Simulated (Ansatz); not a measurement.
A 6-atom cell of WSe₂ (P6_3/mmc) from a materials database, relaxed with r2SCAN+rVV10 in the PAW code Ansatz. The symmetry is P6_3/mmc (No. 194, hexagonal); a = 3.300 Å, c = 13.150 Å in the conventional setting, 20.67 Å³ an atom. W has 6 Se at 2.53 Å; Se has 3 W at 2.53 Å.

The axes x, y and z are those of this cell:
```xyz
6
Lattice="3.2997 0.0000 0.0000 -1.6499 2.8577 0.0000 0.0000 0.0000 13.1497" Properties=species:S:1:pos:R:3 pbc="T T T"
W     1.6499    0.9526    3.2876
W     0.0000    1.9051    9.8621
Se    0.0000    1.9051    4.9530
Se    1.6499    0.9526   11.5276
Se    0.0000    1.9051    1.6221
Se    1.6499    0.9526    8.1967
```

Unstrained: The PBE gap is indirect, 1.022 eV (Γ to Γ–K (0.54 of the way from Γ)), below the direct gap of 1.496 eV at K. With r2SCAN the valence top lies at Γ and the conduction bottom at Γ–K (0.54 of the way from Γ), 1.143 eV higher; the smallest vertical gap, at K, is 1.612 eV. The HSE06 gap is indirect, 1.500 eV (Γ to Γ–K (0.54 of the way from Γ)), below the direct gap of 1.948 eV at K. Meshes: PBE 12×12×2, r2SCAN 12×12×2, HSE06 6×6×2. Strains are changes of length per length. After each strain the atoms were relaxed again with r2SCAN+rVV10 within the symmetry that the strain leaves, so tilts or polar shifts that break it weren't tested; points keep the names that they have in the unstrained zone. No spin polarisation and no zero-point or thermal motion.

Task: Apply isotropic +1.92 % on every length. How far does the gap move, against the unstrained cell?

Result: PBE: the gap goes from 1.022 to 0.997 eV (-0.025 eV); the edges go from Γ → Γ–K (0.54) to Γ → K. r2SCAN: the gap goes from 1.143 to 1.073 eV (-0.070 eV); the edges go from Γ → Γ–K (0.54) to Γ → K. HSE06: the gap goes from 1.500 to 1.416 eV (-0.084 eV); the edges go from Γ → Γ–K (0.54) to Γ → K.

Task: Apply uniaxial -2.05 % along z, other directions held. How far does the gap move, against the unstrained cell?

Result: PBE: the gap goes from 1.022 to 0.924 eV (-0.098 eV). r2SCAN: the gap goes from 1.143 to 1.042 eV (-0.101 eV). HSE06: the gap goes from 1.500 to 1.386 eV (-0.114 eV).

Task: Estimate what uniaxial +4.57 % along x, other directions held does to the gap.

Result: PBE: the gap goes from 1.022 to 0.873 eV (-0.149 eV); the edges go from Γ → Γ–K (0.54) to Γ → Γ–K (0.97). r2SCAN: the gap goes from 1.143 to 0.946 eV (-0.197 eV); the edges go from Γ → Γ–K (0.54) to Γ → Γ–K (0.97). HSE06: the gap goes from 1.500 to 1.282 eV (-0.218 eV); the edges go from Γ → Γ–K (0.54) to Γ → Γ–K (0.97).

Spin-orbit coupling is left out, which matters wherever the heavy atoms make up the band edges.

Where an edge lies off the special points, it is a point of the mesh or the k point where a search put PBE's edge or least direct gap, reused for the other functionals, whose own edges may lie a little apart.

The meshes of the hybrids are coarse, so their gaps aren't converged to the digits shown.
